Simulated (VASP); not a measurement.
# NiO under changes of volume

One of the cells (8.945 Å³/atom); the others are scaled copies at fixed shape and fractional positions:

```xyz
2
Lattice="0.0000 2.0758 2.0758 2.0758 0.0000 2.0758 2.0758 2.0758 0.0000" Properties=species:S:1:pos:R:3 pbc="T T T"
Ni    0.0000    0.0000    0.0000
O     3.1137    3.1137    3.1137
```

The cell was built by a generator and needn't be a form met in nature.

```yaml
Program: VASP 6.6.1
Functional: r2SCAN
Potentials_or_basis: VASP PAW PBE potentials, release 64 (Ni, O)
Cutoff: 520 eV
k_mesh: 11 × 11 × 11
Occupations: fermi-dirac, width 0.05 eV
Spin: collinear spin, ferromagnetic start
Starting_moments: "[1.0, 0.0] μB"
```

```tsv
volume (Å³/atom)	energy over the lowest point (meV/atom)	pressure (GPa)	moment (μB per cell)
8.243	424.74	92.4	1.93
8.419	?	?	?
8.594	244.44	72.2	1.98
8.945	105.00	55.1	2.00
9.120	48.56	47.6	2.00
9.296	0.00	40.8	2.00
```

Q: What does the run at 8.419 Å³/atom give?

A: Energy over the lowest point 329.06 meV/atom; pressure 81.9 GPa; moment 1.96 μB per cell.

Worked out: A Birch-Murnaghan fit of order 3 (a polynomial in V^(-2/3)) to the other rows has no minimum within the range. It gives 328.81 meV/atom at 8.419 Å³/atom, against the run's 329.06, and -dE/dV = 82.1 GPa, against 81.9. A parabola through the other rows of the moment, of slope 0.134 μB per Å³/atom there, gives 1.96 μB, against the run's 1.96.

Energies are extrapolated to zero smearing.

Caveats: a cell with one magnetic atom can't hold antiferromagnetic order, which such compounds often take; the cell as given lies far from equilibrium (some runs); the potentials were made for another functional, which shifts forces and pressure (some runs); the PAW data sets were made with another functional, which shifts forces and pressure a little (some runs).
